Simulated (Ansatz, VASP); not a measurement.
## BaTe in VASP and in Ansatz

Contents of INCAR:

```
SYSTEM = BaTe
ALGO = Normal
EDIFF = 1E-6
ENCUT = 520
GGA = PE
ISIF = 2
ISMEAR = 0
LASPH = .True.
LCHARG = .False.
LREAL = .False.
LWAVE = .False.
NBANDS = 15
NELM = 100
PREC = Accurate
SIGMA = 0.05
```

File KPOINTS:

```
k-points
0
Gamma
  8 8 8
  0 0 0
```

Contents of POSCAR:

```
BaTe
1.0
    0.0000000000      3.4100000000      3.4100000000
    3.4100000000      0.0000000000      3.4100000000
    3.4100000000      3.4100000000      0.0000000000
Ba Te
1 1
Direct
    0.0000000000      0.0000000000      0.0000000000
    0.5000000000      0.5000000000      0.5000000000
```

Input for Ansatz:

```yaml
crystal:
  lattice:
    - [0.0, 3.41, 3.41]
    - [3.41, 0.0, 3.41]
    - [3.41, 3.41, 0.0]
  atoms:
    - { symbol: Ba, position: [0.0, 0.0, 0.0] }
    - { symbol: Te, position: [0.5, 0.5, 0.5] }
basis:
  ecutwfc: 420
  fft_grid_basis: typed
kpoints:
  mp_grid: { grid: [8, 8, 8] }
hamiltonian:
  xc: pbe
  pseudopotentials: { kind: paw }
scf:
  occupations: { method: gaussian, width: 0.05 }
output:
  forces: true
  stress: true
  eigenvalues: true
  bader: true
  write_density: true
  volumetric_format: npy
  elf: true
```

Alike in both runs: task single point; functional PBE; k mesh 8 × 8 × 8; occupations gaussian, width 0.05 eV; no spin polarisation.

|  | VASP | Ansatz |
| --- | --- | --- |
| version | VASP 6.6.1 | Ansatz 0.2.0 |
| potentials or method | VASP PAW PBE potentials, release 64 (Ba_sv, Te) | scalar-relativistic, plane waves, PAW |
| plane-wave cutoff (eV) | 520 | 420 |
| valence electrons in the cell | 16 | 26 |

|  | VASP | Ansatz | Ansatz less VASP |
| --- | --- | --- | --- |
| gap on the k mesh at the Fermi level (eV) | 1.33 | 1.43 | +0.100 |
| pressure (GPa) | 4.2 | 3.8 | -0.43 |

The two sets of potentials don't hold the same shells in valence.

Caveats: spin-orbit coupling is left out, which moves the levels of the heavy elements. A k mesh can miss the band edges. PBE gaps usually lie below the measured ones, often by a third to a half.
